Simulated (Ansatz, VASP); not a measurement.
# Two plane-wave programs on SnTe

File INCAR:

```
SYSTEM = SnTe
PREC = Accurate
ENCUT = 520
EDIFF = 1E-8
ISMEAR = -1
SIGMA = 0.08
LREAL = .False.
LASPH = .True.
NELM = 80
ALGO = Normal
ISIF = 2
LWAVE = .False.
LCHARG = .False.
GGA = PE
LEFG = .True.
NBANDS = 17
```

File KPOINTS:

```
regular mesh
0
Gamma
  11 11 11
  0 0 0
```

Contents of POSCAR:

```
SnTe
1.0
    0.0000000000      3.1459430650      3.1459430650
    3.1459430650      0.0000000000      3.1459430650
    3.1459430650      3.1459430650      0.0000000000
Sn Te
1 1
Direct
    0.0000000000      0.0000000000      0.0000000000
    0.5000000000      0.5000000000      0.5000000000
```

Input for Ansatz:

```yaml
crystal:
  lattice:
    - [0.0, 3.145943065, 3.145943065]
    - [3.145943065, 0.0, 3.145943065]
    - [3.145943065, 3.145943065, 0.0]
  atoms:
    - { symbol: Sn, position: [0.0, 0.0, 0.0] }
    - { symbol: Te, position: [0.5, 0.5, 0.5] }
kpoints:
  mp_grid: { grid: [11, 11, 11] }
scf:
  occupations: { method: fermi_dirac, width: 0.08 }
hamiltonian:
  xc: pbe
  pseudopotentials: { kind: paw }
output:
  forces: true
  stress: true
  eigenvalues: true
  efg: { contact_densities: true }
```

Change from the starting cell: volume scaled by 0.99, PAW files.

Alike in both runs: task electric field gradients; functional PBE; k mesh 11 × 11 × 11; occupations fermi-dirac, width 0.08 eV; no spin polarisation.

|  | VASP | Ansatz |
| --- | --- | --- |
| version | VASP 6.6.1 | Ansatz 0.2.0 |
| potentials or method | VASP PAW PBE potentials, release 64 (Sn_d, Te) | PAW with Ansatz's default frozen-core files, scalar-relativistic |
| plane-wave cutoff (eV) | 520 | 420 |
| valence electrons in the cell | 20 | 30 |

```csv
,VASP,Ansatz,Ansatz less VASP
pressure (GPa),2.5,2.5,+0.03
Vzz of the field gradient on the site that differs most (V/Å²),0.0,0.0,0.00
```

The functional is the same, so the differences come from potentials, cutoffs and numerics. The two sets of potentials don't hold the same shells in valence. Ansatz warned: «gradients_without_spin_orbit».

Spin-orbit coupling is left out, which matters for the levels of Te.
